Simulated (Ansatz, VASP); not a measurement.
# AlGaN2: VASP beside Ansatz

Contents of INCAR:

```
PREC = Accurate
ENCUT = 520
EDIFF = 1E-6
ISMEAR = 0
SIGMA = 0.05
LREAL = F
LASPH = T
NELM = 100
ALGO = Normal
ISIF = 2
LWAVE = F
LCHARG = F
NBANDS = 21
```

File KPOINTS:

```
Automatic mesh
0
Gamma
  8 8 6
```

File POSCAR:

```
AlGaN2
1.0
    3.1408770487      0.0000000000      0.0000000000
    0.0000000000      3.1408770487      0.0000000000
    0.0000000000      0.0000000000      4.4238379400
Al Ga N
1 1 2
Direct
    0.5000000000      0.5000000000      0.5000000000
    0.0000000000      0.0000000000      0.0000000000
    0.5000000000      0.0000000000      0.7314833681
    0.0000000000      0.5000000000      0.2685166319
```

Input for Ansatz:

```yaml
crystal:
  lattice:
    - [3.1408770487, 0.0, 0.0]
    - [0.0, 3.1408770487, 0.0]
    - [0.0, 0.0, 4.42383794]
  atoms:
    - { symbol: Al, position: [0.5, 0.5, 0.5] }
    - { symbol: Ga, position: [0.0, 0.0, 0.0] }
    - { symbol: "N", position: [0.5, 0.0, 0.7314833681] }
    - { symbol: "N", position: [0.0, 0.5, 0.2685166319] }
basis:
  ecutwfc: 420
kpoints:
  mp_grid: { grid: [8, 8, 6] }
hamiltonian:
  xc: lda
scf:
  occupations: { method: gaussian, width: 0.05 }
output:
  forces: true
  stress: true
  eigenvalues: true
```

Change from the starting cell: mode 12 (682.2 1/cm) frozen in, largest displacement -0.030 Å.

Alike in both runs: task single point; functional LDA; k mesh 8 × 8 × 6; occupations gaussian, width 0.05 eV; no spin polarisation.

|  | VASP | Ansatz |
| --- | --- | --- |
| version | VASP 6.6.1 | Ansatz 0.2.0 |
| potentials or method | VASP PAW LDA potentials, release 64 (Al, Ga_d, N) | scalar-relativistic, plane waves, PAW |
| plane-wave cutoff (eV) | 520 | 420 |
| valence electrons in the cell | 26 | 26 |

```csv
,VASP,Ansatz,Ansatz less VASP
gap on the k mesh at the Fermi level (eV),2.82,2.81,-0.012
least direct gap on the mesh (eV),2.82,2.81,-0.012
pressure (GPa),-4.0,-4.8,-0.79
largest component of the traceless stress (GPa),0.73,0.74,+0.018
rms of the force components (eV/Å),0.364,0.372,+0.0085
```

Atom by atom the forces differ by 0.008 eV/Å (rms over components).

A k mesh can miss the band edges.
